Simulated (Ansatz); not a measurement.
# CaSe: a single-point run

The task is a single-point run on CaSe. The structure is shown as the input types it.

Program: Ansatz 0.2.0. Level of theory: density functional or hybrid calculation with the settings of its input, plane waves. These are calculated values, not measurements.

3 further runs of the same task are left out: 3 that didn't finish.

## 1. The structure to begin with

Symmetry: Fm-3m, No. 225, cubic system. Conventional cell: a = 5.935 Å, b = 5.935 Å, c = 5.935 Å, α = 90.00°, β = 90.00°, γ = 90.00°. Around Ca (site symmetry m-3m) lie 6 Se at 2.97 Å. Se (site symmetry m-3m) is surrounded by 6 Ca at 2.97 Å.

Structure file:

```
CELL_PARAMETERS angstrom
0.00000 2.96754 2.96754
2.96754 0.00000 2.96754
2.96754 2.96754 0.00000
ATOMIC_POSITIONS crystal
Ca 0.00000 0.00000 0.00000
Se 0.50000 0.50000 0.50000
```

## 2. Input and run

Input file input.yaml:

```yaml
crystal:
  lattice:
    - [0.0, 2.9675351117, 2.9675351117]
    - [2.9675351117, 0.0, 2.9675351117]
    - [2.9675351117, 2.9675351117, 0.0]
  atoms:
    - { symbol: Ca, position: [0.0, 0.0, 0.0] }
    - { symbol: Se, position: [0.5, 0.5, 0.5] }
kpoints:
  mp_grid: { grid: [1, 1, 8] }
hamiltonian:
  xc: r2scan
scf:
  occupations: { method: fixed }
  n_extra_bands: 4
output:
  forces: true
  stress: true
  eigenvalues: true
```

Command:

```sh
$ ansatz run input.yaml --threads 4 --pin off --max-ram 3686MiB --backend cpu --events-out ev --progress --plain --runs-dir out
```

What happens when this is run?

This run ends as converged, with warnings (symmetry narrowed by mesh). Its log warns: «crystal.symmetry: narrowed to the stabiliser of the k-point mesh — unitary ops 48 → 12; excluded 36 operations that carry a point of the 1×1×8 mesh (shift [0, 0 ...»

Fixed occupations are right only where a gap separates filled from empty bands at every k-point. This system has one (3.70 eV on the mesh), so they are sound here.

The occupations need no remedy; a run with other occupations serves as a check.
